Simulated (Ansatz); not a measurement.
A 2-atom cell of MgSe started from a crystallographic database, relaxed with r2SCAN, was run in the PAW code Ansatz under altered settings. All numbers are computed, without spin polarisation but where a row says otherwise.

```yaml
crystal:
  lattice:
    - [0.00000, 2.73628, 2.73628]
    - [2.73628, 0.00000, 2.73628]
    - [2.73628, 2.73628, 0.00000]
  atoms:
    - { symbol: Mg, position: [0.00000, 0.00000, 0.00000] }
    - { symbol: Se, position: [0.50000, 0.50000, 0.50000] }
```

The base run's other keys:
```yaml
kpoints:
  mp_grid: { grid: [4, 4, 4] }
hamiltonian:
  xc: hse06
scf:
  occupations: { method: fixed }
  n_extra_bands: 4
```

It takes 11 iterations with 821 plane waves at 420 eV and 8 k points, and leaves a mean stress of +0.13 GPa. The gap over this mesh is 2.652 eV. It ran on 4 threads of Arm Neoverse N1, with other jobs on the host.

Outcomes, with energy and stress as changes against the base:

| setting | outcome | ΔF (meV/atom) | Δ mean stress (GPa) | gap on the mesh (eV) | iterations | wall time |
| --- | --- | --- | --- | --- | --- | --- |
| PBE hybrid, exx coeff 0.3, omega 0.5 1/Å | converged | – | +0.3 | 2.268 | 11 | 6.3 s |
| PBE hybrid, exx coeff 0.2, omega 0.1 1/Å | converged | – | +0.2 | 2.727 | 10 | 6 s |
| PBE hybrid, exx coeff 0.75, omega 0.3 1/Å | converged | – | -2.2 | 3.933 | 16 | 7.1 s |
| hamiltonian.xc: wpbeh | converged | – | +0.7 | 2.671 | 11 | 6.2 s |
| scf.occupations: fermi_dirac 0.5 | converged | -9.7 | +0.2 | 2.645 | 16 | 6.3 s |

A dash marks a value that wasn't obtained or can't be compared. Stress is positive in compression. The base took 6.1 s.

- PBE hybrid, exx coeff 0.3, omega 0.5 1/Å. That is 30 % exact exchange, screened with ω = 0.5 1/Å, against HSE06's 25 % screened at 0.208 1/Å. The mean stress moves by +0.3 GPa and the gap on the mesh by -0.383 eV (to 2.268). Totals of different functionals aren't comparable.
- PBE hybrid, exx coeff 0.2, omega 0.1 1/Å. That is 20 % exact exchange, screened with ω = 0.1 1/Å, against HSE06's 25 % screened at 0.208 1/Å. The mean stress moves by +0.2 GPa and the gap on the mesh by +0.075 eV (to 2.727). Totals of different functionals aren't comparable. The program warns that on this mesh the truncation of the exchange isn't bounded, so part of the change can be an error of the mesh.
- PBE hybrid, exx coeff 0.75, omega 0.3 1/Å. That is 75 % exact exchange, screened with ω = 0.3 1/Å, against HSE06's 25 % screened at 0.208 1/Å. The mean stress moves by -2.2 GPa and the gap on the mesh by +1.281 eV (to 3.933). Totals of different functionals aren't comparable.
- hamiltonian.xc: wpbeh. The mean stress moves by +0.7 GPa and the gap on the mesh by +0.019 eV (to 2.671). It's another functional on the same cell, so totals aren't comparable.

The runs are scalar-relativistic, without spin-orbit coupling.

The stress of a hybrid is loosely converged in these runs.

The meshes of the hybrids are coarse, so their gaps aren't converged to the digits shown.
